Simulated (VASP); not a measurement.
# Hf under changes of volume

One of the cells (20.871 Å³/atom); the others are scaled copies at fixed shape and fractional positions:

```xyz
2
Lattice="3.1237 0.0000 0.0000 -1.5619 2.7052 0.0000 0.0000 0.0000 4.9395" Properties=species:S:1:pos:R:3 pbc="T T T"
Hf    1.5619    0.9017    3.7046
Hf    0.0000    1.8035    1.2349
```

```yaml
Program: VASP 6.6.1
Functional: LDA
Potentials_or_basis: VASP PAW LDA potentials, release 64 (Hf_pv)
Cutoff: 520 eV
k_mesh: 8 × 8 × 4
Occupations: fermi-dirac, width 0.05 eV
Spin: no spin polarisation
```

```csv
volume (Å³/atom),energy over the lowest point (meV/atom),pressure (GPa)
20.036,13.78,5.5
20.453,?,?
20.871,0.00,0.0
21.288,3.35,-2.4
21.705,12.73,-4.6
```

Task: What does the run at 20.453 Å³/atom give?

Result: Energy over the lowest point 3.26 meV/atom; pressure 2.6 GPa.

Worked out: A Birch-Murnaghan fit of order 2 (a polynomial in V^(-2/3)) to the other rows has its minimum at 20.86 Å³/atom with B0 = V·E''(V) = 127 GPa at fixed shape and positions, which overstates the stiffness. It gives 3.23 meV/atom at 20.453 Å³/atom, against the run's 3.26, and -dE/dV = 2.6 GPa, against 2.6.

Energies are extrapolated to zero smearing.
